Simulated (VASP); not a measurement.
# MgS (F-43m) in VASP: a series of runs

One crystal, MgS, is run at these levels: LDA; tasks: single point.

All numbers are computed with VASP 6.6.1; they aren't measurements. Logs are shortened: lines on timing, memory, paths and dates and some standing lists are left out, and cuts for length are marked.

## (1) Starting point

It takes space group F-43m (No. 216, cubic). The conventional cell has a = 5.666 Å, b = 5.666 Å, c = 5.666 Å, α = 90.00°, β = 90.00°, γ = 90.00°. S (site symmetry -43m) is surrounded by 4 Mg at 2.45 Å. Mg (site symmetry -43m) is surrounded by 4 S at 2.45 Å.

The cell comes from a database or a generator and needn't be the stable form of this composition.

## (2) Single point, LDA

Input file INCAR:

```
PREC = Accurate ; ENCUT = 250
EDIFF = 1E-6 ; ISMEAR = 0
SIGMA = 0.05 ; LREAL = False
LASPH = True ; NELM = 100
ALGO = Normal ; ISIF = 2
LWAVE = False ; LCHARG = False
ADDGRID = False
```

Input file KPOINTS:

```
Automatic mesh
0
Gamma
  5 5 5
```

Input file POSCAR:

```
MgS
1.0
    0.0000000000      2.8331200468      2.8331200468
    2.8331200468      0.0000000000      2.8331200468
    2.8331200468      2.8331200468      0.0000000000
S Mg
1 1
Direct
    0.2346630000      0.2748010000      0.2357280000
   -0.0216520000      0.0237760000     -0.0317750000
```

Potentials or basis: VASP PAW LDA potentials, release 64 (S, Mg).

The run is started by

```
$ cat potpaw_LDA.64/S/POTCAR potpaw_LDA.64/Mg/POTCAR > POTCAR
$ mpirun -np 1 vasp_std > vasp.out
```

OUTCAR:

```text
PREC = Accurate
   ENCUT = 250
   EDIFF = 1E-6
   ISMEAR = 0
   LREAL = False
   LASPH = True
   NELM = 100
   ISIF = 2

 Found     63 irreducible k-points:

 Following reciprocal coordinates:
            Coordinates               Weight
  0.000000  0.000000  0.000000      1.000000
  0.200000  0.000000  0.000000      2.000000
  0.000000  0.200000  0.000000      2.000000
  0.000000  0.000000  0.200000      2.000000
  0.200000  0.200000  0.200000      2.000000
  0.400000  0.000000  0.000000      2.000000
   k-points           NKPTS =     63   k-points in BZ     NKDIM =     63   number of bands    NBANDS=      8
   number of dos      NEDOS =    301   number of ions     NIONS =      2
   total plane-waves  NPLWV =  13824
   dimension x,y,z NGX =    24 NGY =   24 NGZ =   24
   dimension x,y,z NGXF=    48 NGYF=   48 NGZF=   48
   ions per type =               1   1
   NGX,Y,Z   is equivalent  to a cutoff of   9.96,  9.96,  9.96 a.u.
   NGXF,Y,Z  is equivalent  to a cutoff of  19.92, 19.92, 19.92 a.u.
 SYSTEM =  unknown system
   PREC   = accura    normal or accurate (medium, high low for compatibility)
   ISTART =      0    job   : 0-new  1-cont  2-samecut
   ICHARG =      2    charge: 1-file 2-atom 10-const
   ISPIN  =      1    spin polarized calculation?
   LNONCOLLINEAR =      F non collinear calculations
   LSORBIT =      F    spin-orbit coupling
   LASPH  =      T    aspherical Exc in radial PAW
   ENCUT  =  250.0 eV  18.37 Ry    4.29 a.u.   5.17  5.17  5.17*2*pi/ulx,y,z
   NELM   =    100;   NELMIN=  2; NELMDL= -5     # of ELM steps
   EDIFF  = 0.1E-05   stopping-criterion for ELM
   LREAL  =      F    real-space projection
   EDIFFG = 0.1E-04   stopping-criterion for IOM
   NSW    =      0    number of steps for IOM
   IBRION =     -1    ionic relax: 0-MD 1-quasi-New 2-CG
   NFREE  =      0    steps in history (QN), initial steepest desc. (CG)
   ISIF   =      2    stress and relaxation
   ISYM   =      2    0-nonsym 1-usesym 2-fastsym
   POTIM  = 0.5000    time-step for ionic-motion
   TEBEG  =    0.0;   TEEND  =   0.0 temperature during run
   PSTRESS=    0.0 pullay stress
   NELECT =       8.0000    total number of electrons
   NUPDOWN=      -1.0000    fix difference up-down
   EMIN   =  10.00;   EMAX   =-10.00  energy-range for DOS
   EFERMI =   0.00;   METHOD = LEGACY
   ISMEAR =     0;   SIGMA  =   0.05  broadening in eV -4-tet -1-fermi 0-gaus
   EFERMI_NEDOS =   21; number of points for ismear=-14 and -15
   IALGO  =     38    algorithm
   IMIX   =      4    mixing-type and parameters
     AMIX     =   0.40;   BMIX     =  1.00
     AMIX_MAG =   1.60;   BMIX_MAG =  1.00
  volume/ion in A,a.u.               =      22.74       153.46
  Fermi-wavevector in a.u.,A,eV,Ry     =   0.917269  1.733386 11.447692  0.841382
  Thomas-Fermi vector in A             =   2.042218
   LORBIT       =      0    0 simple, 1 ext, 2 COOP (PROOUT), +10 PAW based schemes
   GGA     = CA    functional components
   LHFCALC =     F    Hartree Fock is set to
   AEXX    =    0.0000 exact exchange contribution
   IVDW    =     0    specifies the selected vdW correction
   LEPSILON=     F    determine dielectric tensor
   LRPA    =     F    only Hartree local field effects (RPA)
 non-spin polarized calculation
 Gauss-broadening in eV      SIGMA  =   0.05
  energy-cutoff  :      250.00
  volume of cell :       45.48
 maximum number of plane-waves:       416
 NGX is ok and might be reduce to    24
   NGX = 11   NGY = 11   NGZ = 11

 number of electron       8.0000000 magnetization

 Free energy of the ion-electron system (eV)
  ---------------------------------------------------
  ext. energy  EPLUGINS =         0.00000000
  ---------------------------------------------------
  free energy    TOTEN  =        -9.34980663 eV

  energy without entropy =       -9.34980663  energy(sigma->0) =       -9.34980663

 E-fermi :   1.2430     XC(G=0):  -8.7516

 val. band max:        1.0053916718   @ k =   0.0000   0.0000   0.0000
 cond. band min:       4.0577828610   @ k =   0.0000   0.0000   0.0000
 fundamental gap:      3.0523911891
 Fermi energy:         1.2429871161

 k-point     1 :       0.0000    0.0000    0.0000
  band No.  band energies     occupation
      1     -10.3540      2.00000
      2       0.7881      2.00000
      3       0.8614      2.00000
      4       1.0054      2.00000
      5       4.0578      0.00000
      6       8.6622      0.00000
      7       8.6676      0.00000
      8       8.6885      0.00000

 k-point     2 :       0.2000    0.0000    0.0000
  band No.  band energies     occupation
      1     -10.1371      2.00000
      2      -0.5773      2.00000
      3       0.6905      2.00000
      4       0.8630      2.00000
      5       5.3289      0.00000
      6       8.3735      0.00000
      7       8.9006      0.00000
      8       9.0313      0.00000

 k-point     3 :       0.0000    0.2000    0.0000
  band No.  band energies     occupation
      1     -10.1377      2.00000
      2      -0.5574      2.00000
      3       0.6742      2.00000
      4       0.8554      2.00000
      5       5.3314      0.00000
      6       8.3722      0.00000
      7       8.8911      0.00000
      8       9.0199      0.00000

 k-point     4 :       0.0000    0.0000    0.2000
  band No.  band energies     occupation
      1     -10.1358      2.00000
      2      -0.6180      2.00000
      3       0.7347      2.00000
      4       0.8680      2.00000
      5       5.3235      0.00000
      6       8.3826      0.00000
      7       8.9400      0.00000
      8       9.0311      0.00000

 k-point     5 :       0.2000    0.2000    0.2000
  band No.  band energies     occupation
      1     -10.1408      2.00000
      2      -0.4584      2.00000
      3       0.6697      2.00000
      4       0.7405      2.00000
      5       5.3440      0.00000
      6       8.3904      0.00000
      7       8.8612      0.00000
      8       8.9236      0.00000

 k-point     6 :       0.4000    0.0000    0.0000
  band No.  band energies     occupation
      1      -9.7321      2.00000
      2      -2.1140      2.00000
      3       0.5103      2.00000
      4       0.6787      2.00000
      5       5.7709      0.00000
      6       8.3993      0.00000
      7       8.5825      0.00000
      8       9.0844      0.00000

 [... further k-points ...]

------------------------ aborting loop because EDIFF is reached ----------------------------------------

  FORCE on cell =-STRESS in cart. coord.  units (eV):
  Direction    XX          YY          ZZ          XY          YZ          ZX
  --------------------------------------------------------------------------------------
  -------------------------------------------------------------------------------------
  Total       -0.8829660     -0.8996570     -0.8610384     -0.0628347     -0.2737569     -0.3617774
  in kB      -31.1049578    -31.6929464    -30.3324965     -2.2135273     -9.6438561    -12.7446255
  external PRESSURE =     -31.0434669 kB  Pullay stress =       0.0000000 kB

 VOLUME and BASIS-vectors are now :
 -----------------------------------------------------------------------------
  energy-cutoff  :      250.00
  volume of cell :       45.48
      direct lattice vectors                 reciprocal lattice vectors
     0.000000000  2.833120047  2.833120047    -0.176483874  0.176483874  0.176483874
     2.833120047  0.000000000  2.833120047     0.176483874 -0.176483874  0.176483874
     2.833120047  2.833120047  0.000000000     0.176483874  0.176483874 -0.176483874

 POSITION                                       TOTAL-FORCE (eV/Angst)
 -----------------------------------------------------------------------------------
      1.44639      1.33267      1.44337        -0.259189     -0.344412     -0.046948
      2.81046      5.51487      2.83914         0.259189      0.344412      0.046948
 -----------------------------------------------------------------------------------
    total drift:                                0.000011      0.000050     -0.000005

  FREE ENERGIE OF THE ION-ELECTRON SYSTEM (eV)
  ---------------------------------------------------
  free  energy   TOTEN  =        -9.3498066287 eV

  energy  without entropy=       -9.3498066287  energy(sigma->0) =       -9.34980663
```

Wall time 4.3 s (1 thread of Intel Xeon Platinum 8488C (Sapphire Rapids), shared host); peak memory 0.12 GiB.

The run converged, but a check on its numbers failed (symmetry, net force, bounds or a known fault of this set-up), so they aren't taken as properties of the crystal.

Caveat: the cutoff lies under the usual one of these potentials, so the numbers hold a large basis-set error.

## (3) Single point, LDA

INCAR: that of step 2 with these lines changed.

```diff
@@ -1,2 +1,2 @@
-PREC = Accurate ; ENCUT = 250
+PREC = Accurate ; ENCUT = 450
 EDIFF = 1E-6 ; ISMEAR = 0
```

Input file KPOINTS:

```
Automatic mesh
0
Gamma
  4 4 4
```

Input file POSCAR:

```
MgS
1.0
    0.0000000000      2.8331200468      2.8331200468
    2.8331200468      0.0000000000      2.8331200468
    2.8331200468      2.8331200468      0.0000000000
S Mg
1 1
Direct
    0.2500000000      0.2500000000      0.2500000000
    0.0000000000      0.0000000000      0.0000000000
```

Potentials or basis: VASP PAW LDA potentials, release 64 (S, Mg).

The run is started by

```
$ cat potpaw_LDA.64/S/POTCAR potpaw_LDA.64/Mg/POTCAR > POTCAR
$ mpirun -np 1 vasp_std > vasp.out
```

Wall time 2.4 s (1 thread of Intel Xeon Platinum 8488C (Sapphire Rapids), shared host); peak memory 0.13 GiB.

These settings aren't checked as converged: the numbers below hold their error.

Results:

- Free energy: -9.3611 eV
- Pressure: -2.4 GPa
- Band gap on the k mesh: 3.17 eV, direct

Caveat: the k mesh is coarse (spacing up to 0.48 Å⁻¹), so the values aren't converged.

## (4) Single point, LDA

INCAR is that of step 3.

KPOINTS is that of step 3.

Input file POSCAR:

```
MgS
1.0
    0.0000000000      2.8331200468      2.8331200468
    2.8331200468      0.0000000000      2.8331200468
    2.8331200468      2.8331200468      0.0000000000
S Mg
1 1
Direct
    0.2346630000      0.2748010000      0.2357280000
   -0.0216520000      0.0237760000     -0.0317750000
```

The run is started by

```
$ cat potpaw_LDA.64/S/POTCAR potpaw_LDA.64/Mg/POTCAR > POTCAR
$ mpirun -np 1 vasp_std > vasp.out
```

Run time: 5.9 s. Hardware: 1 thread of Intel Xeon Platinum 8488C (Sapphire Rapids), shared host; peak memory 0.13 GiB.

The run converged, but some of its settings lie outside the range that counts as converged, so its numbers aren't taken as properties of the crystal.

Results:

* Free energy: -9.3418 eV
* Pressure: -2.3 GPa
* Largest force: 0.429 eV/Å
* Band gap on the k mesh: 3.05 eV, direct

Caveat: the k mesh is coarse (spacing up to 0.48 Å⁻¹), so the values aren't converged.

## (5) Single point, LDA

INCAR: that of step 4 with these lines changed.

```diff
@@ -1,2 +1,2 @@
-PREC = Accurate ; ENCUT = 450
+PREC = Accurate ; ENCUT = 300
 EDIFF = 1E-6 ; ISMEAR = 0
```

Input file KPOINTS:

```
Automatic mesh
0
Gamma
  5 5 5
```

Input file POSCAR:

```
MgS
1.0
    0.0000000000      2.8331200468      2.8331200468
    2.8331200468      0.0000000000      2.8331200468
    2.8331200468      2.8331200468      0.0000000000
S Mg
1 1
Direct
    0.2500000000      0.2500000000      0.2500000000
    0.0000000000      0.0000000000      0.0000000000
```

The run is started by

```
$ cat potpaw_LDA.64/S/POTCAR potpaw_LDA.64/Mg/POTCAR > POTCAR
$ mpirun -np 1 vasp_std > vasp.out
```

It took 2.4 s on 1 thread of Intel Xeon Platinum 8488C (Sapphire Rapids), shared host; peak memory 0.11 GiB.

These settings aren't checked as converged: the numbers below hold their error.

What came out:

* Free energy: -9.3731 eV
* Pressure: -2.6 GPa
* Band gap on the k mesh: 3.18 eV, direct

Caveat: the cutoff is under 1.25 times the usual one of these potentials, so pressure, stress and relaxed cells hold a basis-set (Pulay) error.

## (6) Single point, LDA

INCAR is that of step 5.

KPOINTS is that of step 5.

Input file POSCAR:

```
MgS
1.0
    0.0000000000      2.8331200468      2.8331200468
    2.8331200468      0.0000000000      2.8331200468
    2.8331200468      2.8331200468      0.0000000000
S Mg
1 1
Direct
    0.2346630000      0.2748010000      0.2357280000
   -0.0216520000      0.0237760000     -0.0317750000
```

Potentials or basis: VASP PAW LDA potentials, release 64 (S, Mg).

The run is started by

```
$ cat potpaw_LDA.64/S/POTCAR potpaw_LDA.64/Mg/POTCAR > POTCAR
$ mpirun -np 1 vasp_std > vasp.out
```

It took 9 s on 1 thread of Intel Xeon Platinum 8488C (Sapphire Rapids), shared host; peak memory 0.13 GiB.

The run converged, but some of its settings lie outside the range that counts as converged, so its numbers aren't taken as properties of the crystal.

Results:

```yaml
Free_energy: -9.3537 eV
Pressure: -2.5 GPa
Largest_force: 0.430 eV/Å
Band_gap_on_the_k_mesh: 3.06 eV, direct
```

Caveat: the cutoff is under 1.25 times the usual one of these potentials, so pressure, stress and relaxed cells hold a basis-set (Pulay) error.

## (7) For comparison

An earlier run on the cell as given: functional PBEsol; potentials or basis VASP PAW PBE potentials, release 64 (S, Mg); cutoff 520 eV; k mesh 8 × 8 × 8; occupations fermi-dirac, width 0.05 eV; no spin polarisation.

* Pressure: -0.5 GPa
* Band gap on the k mesh: 3.29 eV, direct
